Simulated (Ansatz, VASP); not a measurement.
## One calculation of C, two programs

```
CELL_PARAMETERS angstrom
0.00000 1.81015 1.78340
1.81015 0.00000 1.78340
1.81015 1.81015 0.00000
ATOMIC_POSITIONS crystal
C 0.50000 0.50000 0.50000
C 0.75000 0.75000 0.75000
```

Change from the starting cell: strain +0.015 along x and y, +0.000 along z, atoms carried along.

Alike in both runs: task single point; functional PBE; k mesh 12 × 12 × 12; occupations gaussian, width 0.05 eV; no spin polarisation.

```csv
,VASP,Ansatz
version,VASP 6.6.1,Ansatz 0.2.0
potentials or method,"VASP PAW PBE potentials, release 64 (C)","scalar-relativistic, plane waves, PAW"
plane-wave cutoff (eV),520,420
valence electrons in the cell,8,8
```

VASP gave:

```
gap on the k mesh at the Fermi level (eV)       : 3.72
least direct gap on the mesh (eV)               : 5.24
pressure (GPa)                                  : -10.1
largest component of the traceless stress (GPa) : 8.80
```

Estimate Ansatz's values.

gap on the k mesh at the Fermi level (eV): 3.73; least direct gap on the mesh (eV): 5.25; pressure (GPa): -10.6; largest component of the traceless stress (GPa): 8.81.
